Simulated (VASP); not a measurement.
Input for VASP

**POSCAR**
```
GeO2
1
    2.5445152038    -4.4072299987     0.0000000000
    2.5445152038     4.4072299987    -0.0000000000
    0.0000000000     0.0000000000     5.7728090371
Ge O
3 6
Direct
  0.0000000000   0.4559430884   0.3333330000
  0.5440569116   0.5440569116   0.0000000000
  0.4559430884   0.0000000000   0.6666670000
  0.2979895127   0.3976539785   0.2416195769
  0.6023460215   0.9003355342   0.9082865769
  0.7020104873   0.0996644658   0.4250464231
  0.9003355342   0.6023460215   0.0917134231
  0.3976539785   0.2979895127   0.7583804231
  0.0996644658   0.7020104873   0.5749535769
```

### KPOINTS
```
K-points
0
gamma
  6 6 5
```

INCAR:
```
! general
SYSTEM =GeO2
PREC   =Accurate
ENCUT  =520   ! plane-wave cut-off (eV)
LREAL  =.FALSE.   ! projection in real space or not
LASPH  =.TRUE.

! electronic loop
EDIFF  =1E-7   ! SCF stop (eV)
NELM   =100   ! most electronic steps
ALGO   =Normal
LMAXMIX=4   ! l cut-off of mixed one-centre charges

! smearing
ISMEAR =-5

! functional
GGA    =PE

! ions
ISIF   =2

! output
LWAVE  =.FALSE.
LCHARG =.TRUE.
LORBIT =11
NEDOS  =601   ! DOS grid

! other
LEFG   =.TRUE.
```

POTCAR, in this order: Ge_d O (PBE.64 set). Program: vasp_std.

Write an equivalent input for Ansatz.

One equivalent input (not run):
Ansatz 0.2 input:
```yaml
crystal:
  lattice:
    - [2.5445152, -4.4072300, 0.0000000]
    - [2.5445152, 4.4072300, 0.0000000]
    - [0.0000000, 0.0000000, 5.7728090]
  atoms:
    - { symbol: Ge, position: [0.0000000, 0.4559431, 0.3333330] }
    - { symbol: Ge, position: [0.5440569, 0.5440569, 0.0000000] }
    - { symbol: Ge, position: [0.4559431, 0.0000000, 0.6666670] }
    - { symbol: O, position: [0.2979895, 0.3976540, 0.2416196] }
    - { symbol: O, position: [0.6023460, 0.9003355, 0.9082866] }
    - { symbol: O, position: [0.7020105, 0.0996645, 0.4250464] }
    - { symbol: O, position: [0.9003355, 0.6023460, 0.0917134] }
    - { symbol: O, position: [0.3976540, 0.2979895, 0.7583804] }
    - { symbol: O, position: [0.0996645, 0.7020105, 0.5749536] }
kpoints:
  mp_grid: { grid: [6, 6, 5] }
hamiltonian:
  xc: pbe
  pseudopotentials: { kind: paw }
scf:
  occupations: { method: tetrahedron }
  max_iter: 100
output: { forces: true, stress: true, eigenvalues: true }
```
What does not carry over: each code has its own PAW files, so the cut-off isn't converted (ENCUT is set for VASP's; basis.ecutwfc is left out, and Ansatz then takes the one that its files recommend); Ansatz stops its SCF on the density residual and VASP on the energy change (EDIFF); the field gradients of LEFG aren't asked of the other code.

The compound is GeO2 in the quartz structure, a metastable form; rutile is stable. It was relaxed first, which changed the volume by +7 %.
